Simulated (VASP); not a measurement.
A run of VASP 6.6.1 is set up as follows.

The input INCAR:

```
  ALGO = Normal
  EDIFF = 1E-6
  EDIFFG = -0.01
  ENCUT = 600
  GGA = PE
  IBRION = 2
  ISIF = 3
  ISMEAR = 0
  LASPH = T
  LCHARG = F
  LREAL = F
  LWAVE = F
  NELM = 80
  NSW = 90
  PREC = Accurate
  SIGMA = 0.03
```

KPOINTS

```
k-points
0
Gamma
  12 12 4
```

File POSCAR:

```
C
1.0
    2.4672912616      0.0000000000      0.0000000000
   -1.2336456308      2.1367369111      0.0000000000
    0.0000000000      0.0000000000      7.8030730000
C
4
Direct
    0.0000000000      0.0000000000      0.2500000000
    0.0000000000      0.0000000000      0.7500000000
    0.3333333300      0.6666666700      0.2500000000
    0.6666666700      0.3333333300      0.7500000000
```

Potentials or basis: VASP PAW PBE potentials, release 64 (C).

Command:

```console
$ cat potpaw_PBE.64/C/POTCAR > POTCAR
$ mpirun -np 1 vasp_std > vasp.out
```

Q: Estimate the space group after relaxing (to 0.05 Å).

A: P6_3/mmc (No. 194).

Q: What does it give for the relaxed cell?

A: a = 2.467 Å, b = 2.467 Å, c = 7.804 Å, α = 90.00°, β = 90.00°, γ = 120.00°.

Q: Predict the band gap on the k mesh.

A: None (metal or under the smearing width).

Final structure:
```yaml
crystal:
  lattice:
    - [2.46679, 0.00000, 0.00000]
    - [-1.23339, 2.13630, 0.00000]
    - [0.00000, 0.00000, 7.80423]
  atoms:
    - { symbol: C, position: [0.00000, 0.00000, 0.25000] }
    - { symbol: C, position: [0.00000, 0.00000, 0.75000] }
    - { symbol: C, position: [0.33333, 0.66667, 0.25000] }
    - { symbol: C, position: [0.66667, 0.33333, 0.75000] }
```
